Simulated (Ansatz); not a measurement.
Take BaSnO₃ in the cubic perovskite structure (space group Pm-3m, No. 221; a = 4.1219 Å) as the base. Axes: x, y, z lie along the cube axes.

Calculations: PBEsol (Ansatz, a quantum-chemistry and plane-wave program), no SOC.

Before the change:

The smallest direct gap is 1.34 eV.

The change: uniaxial strain ε_xx = +1.58 %, all other strain components held at zero; the atoms relax in the strained cell.

Estimate the effect on the stress, energy relative to the base and smallest direct gap.

The stress (xx, yy, zz, yz, xz, xy; compression positive) comes out as (-4.13, -1.27, -1.27, 0.00, 0.00, 0.00) GPa; the energy rises by 2.9 meV/atom; the smallest direct gap drops by 0.19 eV (1.34 eV → 1.15 eV).

No phonon test of stability was made.
